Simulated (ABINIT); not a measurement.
## ZrS2 in ABINIT: the effect of potentials

The system is ZrS2.

```
Zr S
1.0
     3.69138    0.00000    0.00000
    -1.84569    3.19683    0.00000
     0.00000    0.00000    6.04108
Zr S
1 2
Direct
  0.00000 0.00000 0.00000
  0.33333 0.66667 0.23791
  0.66667 0.33333 0.76209
```

The cell is a database's computed one.

Alike in all runs:

```yaml
Program: ABINIT 10.8.3 (patched build)
Task: band structure
Functional: r2SCAN
k_mesh: 6 × 6 × 4
Occupations: fermi-dirac, width 0.05 eV
Spin: no spin polarisation
```

```csv
potentials,cutoff,gap on the mesh (eV),pressure (GPa),largest force (eV/Å)
"Ansatz PAW PBE default generated set, frozen core",490 eV,1.38,-0.1,0.03
JTH PAW PBE v2.0,653 eV,1.38,0.0,0.05
SG15 NC PBE v1.2,980 eV,?,?,?
PseudoDojo NC SR PBE v0.4.1 standard,1088 eV,1.37,-0.5,0.08
```

**Question.** What does the run with potentials SG15 NC PBE v1.2 give?

**Answer.** gap on the mesh 1.41 eV; pressure 0.0 GPa; largest force 0.02 eV/Å.

Caveats: the PAW data sets were made with another functional, which shifts forces and pressure a little (some runs); the potentials were made for another functional, which shifts forces and pressure (some runs); the atomic spheres overlap (some runs); a meta-GGA on potentials with a model core is unreliable (some runs).

A k mesh can miss the band edges.
